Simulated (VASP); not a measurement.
# Cs (I4_1/amd) in VASP: equation of state, part 2 of 2

VASP 6.6.1. Earlier steps stand in the parts before.

## Step 3: Equation of state, PBE, 120.17 Å³/atom (volume scaled by 0.96)

Input file INCAR:

```
ALGO     = Normal         # electronic algorithm
EDIFF    = 1E-7           # SCF threshold, eV
ENCUT    = 520            # plane-wave cutoff, eV
GGA      = PE             # functional
ISIF     = 2              # what is computed and relaxed
ISMEAR   = -1             # smearing method
LASPH    = True           # aspherical terms in the spheres
LCHARG   = False          # write CHGCAR
LREAL    = False          # projectors in reciprocal space
LWAVE    = False          # write WAVECAR
NBANDS   = 16             # bands
NELM     = 60             # most SCF steps
PREC     = Accurate       # precision mode
SIGMA    = 0.05           # smearing width, eV
```

Input file KPOINTS:

```
k-points
0
Gamma
  7 7 7
```

Input file POSCAR:

```
Cs
1.0
   -2.5193306350      2.5193306350      9.4663743087
    2.5193306350     -2.5193306350      9.4663743087
    2.5193306350      2.5193306350     -9.4663743087
Cs
2
Direct
    0.5000000000      0.5000000000      0.0000000000
    0.2500000000      0.7500000000      0.5000000000
```

Potentials or basis: VASP PAW PBE potentials, release 64 (Cs_sv).

Run with:

```
cat potpaw_PBE.64/Cs_sv/POTCAR > POTCAR
mpirun -np 1 vasp_std > vasp.out
```

OUTCAR:

```text
EDIFF = 1E-7
   ENCUT = 520
   GGA = PE
   ISIF = 2
   ISMEAR = -1
   LASPH = True
   LREAL = False
   NELM = 60
   PREC = Accurate

 Found     40 irreducible k-points:

 Following reciprocal coordinates:
            Coordinates               Weight
  0.000000  0.000000  0.000000      1.000000
  0.142857  0.000000 -0.000000      8.000000
  0.285714  0.000000  0.000000      8.000000
  0.428571 -0.000000  0.000000      8.000000
  0.142857  0.142857  0.000000      8.000000
  0.285714  0.142857  0.000000     16.000000
   k-points           NKPTS =     40   k-points in BZ     NKDIM =     40   number of bands    NBANDS=     16
   number of dos      NEDOS =    301   number of ions     NIONS =      2
   total plane-waves  NPLWV = 512000
   dimension x,y,z NGX =    80 NGY =   80 NGZ =   80
   dimension x,y,z NGXF=   160 NGYF=  160 NGZF=  160
   ions per type =               2
   NGX,Y,Z   is equivalent  to a cutoff of  13.15, 13.15, 13.15 a.u.
   NGXF,Y,Z  is equivalent  to a cutoff of  26.30, 26.30, 26.30 a.u.
 SYSTEM =  unknown system
   PREC   = accura    normal or accurate (medium, high low for compatibility)
   ISTART =      0    job   : 0-new  1-cont  2-samecut
   ICHARG =      2    charge: 1-file 2-atom 10-const
   ISPIN  =      1    spin polarized calculation?
   LNONCOLLINEAR =      F non collinear calculations
   LSORBIT =      F    spin-orbit coupling
   LASPH  =      T    aspherical Exc in radial PAW
   ENCUT  =  520.0 eV  38.22 Ry    6.18 a.u.  18.81 18.81 18.81*2*pi/ulx,y,z
   NELM   =     60;   NELMIN=  2; NELMDL= -5     # of ELM steps
   EDIFF  = 0.1E-06   stopping-criterion for ELM
   LREAL  =      F    real-space projection
   EDIFFG = 0.1E-05   stopping-criterion for IOM
   NSW    =      0    number of steps for IOM
   IBRION =     -1    ionic relax: 0-MD 1-quasi-New 2-CG
   NFREE  =      0    steps in history (QN), initial steepest desc. (CG)
   ISIF   =      2    stress and relaxation
   ISYM   =      2    0-nonsym 1-usesym 2-fastsym
   POTIM  = 0.5000    time-step for ionic-motion
   TEBEG  =    0.0;   TEEND  =   0.0 temperature during run
   PSTRESS=    0.0 pullay stress
   NELECT =      18.0000    total number of electrons
   NUPDOWN=      -1.0000    fix difference up-down
   EMIN   =  10.00;   EMAX   =-10.00  energy-range for DOS
   EFERMI =   0.00;   METHOD = LEGACY
   ISMEAR =    -1;   SIGMA  =   0.05  broadening in eV -4-tet -1-fermi 0-gaus
   EFERMI_NEDOS =   21; number of points for ismear=-14 and -15
   IALGO  =     38    algorithm
   IMIX   =      4    mixing-type and parameters
     AMIX     =   0.40;   BMIX     =  1.00
     AMIX_MAG =   1.60;   BMIX_MAG =  1.00
  volume/ion in A,a.u.               =     120.17       810.92
  Fermi-wavevector in a.u.,A,eV,Ry     =   0.690072  1.304047  6.479084  0.476199
  Thomas-Fermi vector in A             =   1.771336
   LORBIT       =      0    0 simple, 1 ext, 2 COOP (PROOUT), +10 PAW based schemes
   GGA     = PE    functional components
   LHFCALC =     F    Hartree Fock is set to
   AEXX    =    0.0000 exact exchange contribution
   IVDW    =     0    specifies the selected vdW correction
   LEPSILON=     F    determine dielectric tensor
   LRPA    =     F    only Hartree local field effects (RPA)
 non-spin polarized calculation
  energy-cutoff  :      520.00
  volume of cell :      240.33
 maximum number of plane-waves:      6495
 NGX is ok and might be reduce to    80
   NGX = 37   NGY = 37   NGZ = 37

 number of electron      17.9999999 magnetization

 Free energy of the ion-electron system (eV)
  ---------------------------------------------------
  ext. energy  EPLUGINS =         0.00000000
  ---------------------------------------------------
  free energy    TOTEN  =        -1.60177505 eV

  energy without entropy =       -1.58433535  energy(sigma->0) =       -1.59305520

 E-fermi :   0.3668     XC(G=0):  -5.2899

 val. band max:        0.3653391126   @ k =   0.1429   0.0000  -0.0000
 cond. band min:       0.3741570034   @ k =  -0.2857   0.4286   0.1429
 fundamental gap:      0.0088178909
 Fermi energy:         0.3667525642

 k-point     1 :       0.0000    0.0000    0.0000
  band No.  band energies     occupation
      1     -23.6036      2.00000
      2     -23.5984      2.00000
      3     -10.4736      2.00000
      4     -10.3440      2.00000
      5     -10.3412      2.00000
      6     -10.3412      2.00000
[... 8 lines left out ...]
     15       3.5890      0.00000
     16       3.5898      0.00000

 k-point     2 :       0.1429    0.0000   -0.0000
  band No.  band energies     occupation
      1     -23.6022      2.00000
      2     -23.5974      2.00000
      3     -10.4662      2.00000
      4     -10.3727      2.00000
      5     -10.3647      2.00000
      6     -10.3437      2.00000
[... 8 lines left out ...]
     15       3.1012      0.00000
     16       3.5339      0.00000

 k-point     3 :       0.2857    0.0000    0.0000
  band No.  band energies     occupation
      1     -23.5992      2.00000
      2     -23.5954      2.00000
      3     -10.4548      2.00000
      4     -10.4381      2.00000
      5     -10.4207      2.00000
      6     -10.3494      2.00000
[... 8 lines left out ...]
     15       2.8296      0.00000
     16       3.4625      0.00000

 k-point     4 :       0.4286   -0.0000    0.0000
  band No.  band energies     occupation
      1     -23.5966      2.00000
      2     -23.5938      2.00000
      3     -10.4913      2.00000
      4     -10.4844      2.00000
      5     -10.4203      2.00000
      6     -10.3571      2.00000
[... 8 lines left out ...]
     15       2.8908      0.00000
     16       3.2751      0.00000

 k-point     5 :       0.1429    0.1429    0.0000
  band No.  band energies     occupation
      1     -23.6008      2.00000
      2     -23.5966      2.00000
      3     -10.4564      2.00000
      4     -10.3746      2.00000
      5     -10.3696      2.00000
      6     -10.3619      2.00000
[... 8 lines left out ...]
     15       2.9374      0.00000
     16       3.0485      0.00000

 k-point     6 :       0.2857    0.1429    0.0000
  band No.  band energies     occupation
      1     -23.5977      2.00000
      2     -23.5946      2.00000
      3     -10.4458      2.00000
      4     -10.4372      2.00000
      5     -10.4140      2.00000
      6     -10.3687      2.00000
[... 8 lines left out ...]
     15       2.8346      0.00000
     16       2.9737      0.00000

 [... further k-points ...]
[... 5 lines left out ...]
  --------------------------------------------------------------------------------------
  -------------------------------------------------------------------------------------
  Total        0.1309143      0.1309143     -0.0682926      0.0000000      0.0000000      0.0000000
  in kB        0.8727373      0.8727373     -0.4552713      0.0000000      0.0000000      0.0000000
  external PRESSURE =       0.4300678 kB  Pullay stress =       0.0000000 kB

 VOLUME and BASIS-vectors are now :
 -----------------------------------------------------------------------------
  energy-cutoff  :      520.00
  volume of cell :      240.33
      direct lattice vectors                 reciprocal lattice vectors
    -2.519330635  2.519330635  9.466374309     0.000000000  0.198465415  0.052818533
     2.519330635 -2.519330635  9.466374309     0.198465415  0.000000000  0.052818533
     2.519330635  2.519330635 -9.466374309     0.198465415  0.198465415  0.000000000

 POSITION                                       TOTAL-FORCE (eV/Angst)
 -----------------------------------------------------------------------------------
      0.00000      0.00000      9.46637        -0.000000      0.000000      0.000000
      2.51933      0.00000      4.73319         0.000000     -0.000000     -0.000000
 -----------------------------------------------------------------------------------
    total drift:                                0.000000     -0.000000      0.000000

  FREE ENERGIE OF THE ION-ELECTRON SYSTEM (eV)
  ---------------------------------------------------
  free  energy   TOTEN  =        -1.6017750454 eV

  energy  without entropy=       -1.5843353470  energy(sigma->0) =       -1.59305520
```

Wall time 5.7 min (1 thread of AMD EPYC 9R45 (Zen 5), shared host); peak memory 0.85 GiB.

Results:

```
Free energy            : -1.6018 eV
Pressure               : 0.0 GPa
Band gap on the k mesh : none (metal or under the smearing width)
```

## Step 4: Equation of state, PBE, 122.67 Å³/atom (volume scaled by 0.98)

Input file INCAR:

```
SYSTEM = Cs
  PREC = Accurate
  ENCUT = 520
  EDIFF = 1E-7
  ISMEAR = -1
  SIGMA = 0.05
  LREAL = .False.
  LASPH = .True.
  NELM = 60
  ALGO = Normal
  ISIF = 2
  LWAVE = .False.
  LCHARG = .False.
  GGA = PE
  NBANDS = 16
```

Input file KPOINTS:

```
Automatic mesh
0
Gamma
  7 7 7
  0 0 0
```

Input file POSCAR:

```
Cs
1.0
   -2.5367058781      2.5367058781      9.5316617119
    2.5367058781     -2.5367058781      9.5316617119
    2.5367058781      2.5367058781     -9.5316617119
Cs
2
Direct
    0.5000000000      0.5000000000      0.0000000000
    0.2500000000      0.7500000000      0.5000000000
```

Run with:

```
cat potpaw_PBE.64/Cs_sv/POTCAR > POTCAR
mpirun -np 1 vasp_std > vasp.out
```

Run time: 4.9 min. Hardware: 1 thread of AMD EPYC 9R45 (Zen 5), shared host; peak memory 0.86 GiB.

Results (log left out):

- Free energy: -1.6027 eV
- Pressure: 0.0 GPa
- Band gap on the k mesh: none (metal or under the smearing width)

## Step 5: Equation of state, PBE, 127.68 Å³/atom (volume scaled by 1.02)

Input file INCAR:

```
PREC = Accurate
ENCUT = 520
EDIFF = 1E-7
ISMEAR = -1
SIGMA = 0.05
LREAL = F
LASPH = T
NELM = 100
ALGO = Normal
ISIF = 2
LWAVE = F
LCHARG = F
GGA = PE
NBANDS = 16
```

Input file KPOINTS:

```
Automatic mesh
0
Gamma
  7 7 7
```

Input file POSCAR:

```
Cs
1.0
   -2.5707596849      2.5707596849      9.6596187484
    2.5707596849     -2.5707596849      9.6596187484
    2.5707596849      2.5707596849     -9.6596187484
Cs
2
Direct
    0.5000000000      0.5000000000      0.0000000000
    0.2500000000      0.7500000000      0.5000000000
```

Run with:

```
cat potpaw_PBE.64/Cs_sv/POTCAR > POTCAR
mpirun -np 1 vasp_std > vasp.out
```

Wall time 6.5 min (1 thread of AMD EPYC 9R45 (Zen 5), shared host); peak memory 0.86 GiB.

It converged, with:

```yaml
Free_energy: -1.6014 eV
Pressure: -0.1 GPa
Band_gap_on_the_k_mesh: none (metal or under the smearing width)
```

## Step 6: Equation of state, PBE, 130.18 Å³/atom (volume scaled by 1.04)

Input file INCAR:

```
PREC     = Accurate       # precision mode
ENCUT    = 520            # plane-wave cutoff, eV
EDIFF    = 1E-7           # SCF threshold, eV
ISMEAR   = -1             # smearing method
SIGMA    = 0.05           # smearing width, eV
LREAL    = F              # projectors in reciprocal space
LASPH    = T              # aspherical terms in the spheres
NELM     = 100            # most SCF steps
ALGO     = Normal         # electronic algorithm
ISIF     = 2              # what is computed and relaxed
LWAVE    = F              # write WAVECAR
LCHARG   = F              # write CHGCAR
GGA      = PE             # functional
NBANDS   = 16             # bands
```

KPOINTS is that of step 5.

Input file POSCAR:

```
Cs
1.0
   -2.5874533974      2.5874533974      9.7223453031
    2.5874533974     -2.5874533974      9.7223453031
    2.5874533974      2.5874533974     -9.7223453031
Cs
2
Direct
    0.5000000000      0.5000000000      0.0000000000
    0.2500000000      0.7500000000      0.5000000000
```

Potentials or basis: VASP PAW PBE potentials, release 64 (Cs_sv).

Run with:

```
cat potpaw_PBE.64/Cs_sv/POTCAR > POTCAR
mpirun -np 1 vasp_std > vasp.out
```

Wall time 5 min (1 thread of AMD EPYC 9R45 (Zen 5), shared host); peak memory 0.86 GiB.

Results (log left out):

| Quantity | Value |
| --- | --- |
| Free energy | -1.5993 eV |
| Pressure | -0.1 GPa |
| Band gap on the k mesh | none (metal or under the smearing width) |

## Step 7: Equation of state, PBE, 132.68 Å³/atom (volume scaled by 1.06)

Input file INCAR:

```
PREC     = Accurate       # precision mode
ENCUT    = 520            # plane-wave cutoff, eV
EDIFF    = 1E-7           # SCF threshold, eV
ISMEAR   = -1             # smearing method
SIGMA    = 0.05           # smearing width, eV
LREAL    = False          # projectors in reciprocal space
LASPH    = True           # aspherical terms in the spheres
NELM     = 100            # most SCF steps
ALGO     = Normal         # electronic algorithm
ISIF     = 2              # what is computed and relaxed
LWAVE    = False          # write WAVECAR
LCHARG   = False          # write CHGCAR
GGA      = PE             # functional
NBANDS   = 16             # bands
```

KPOINTS is that of step 6.

Input file POSCAR:

```
Cs
1.0
   -2.6039344366      2.6039344366      9.7842727390
    2.6039344366     -2.6039344366      9.7842727390
    2.6039344366      2.6039344366     -9.7842727390
Cs
2
Direct
    0.5000000000      0.5000000000      0.0000000000
    0.2500000000      0.7500000000      0.5000000000
```

Run with:

```
cat potpaw_PBE.64/Cs_sv/POTCAR > POTCAR
mpirun -np 1 vasp_std > vasp.out
```

It took 5.9 min on 1 thread of AMD EPYC 9R45 (Zen 5), shared host; peak memory 0.87 GiB.

Results (log left out):

```
Free energy            : -1.5963 eV
Pressure               : -0.1 GPa
Band gap on the k mesh : none (metal or under the smearing width)
```

## Step 8: Equation of state, PBE

No new run: the results of the series are fitted here.

What came out:

```yaml
Equilibrium_volume: 123.55 Å³/atom
Bulk_modulus_at_fixed_shape_and_positions: 1.7 GPa
Pressure_derivative_of_the_bulk_modulus: 3.7
```

Energy against volume, from the lowest point:
| volume (Å³/atom) | energy (meV/atom) |
| --- | --- |
| 117.663 | 1.58 |
| 120.167 | 0.48 |
| 122.670 | 0.00 |
| 125.174 | 0.08 |
| 127.677 | 0.67 |
| 130.181 | 1.72 |
| 132.684 | 3.20 |

Caveat: the cell was scaled at fixed shape and fractional positions, which overstates the stiffness of a crystal with free parameters, most of all of layers and chains.
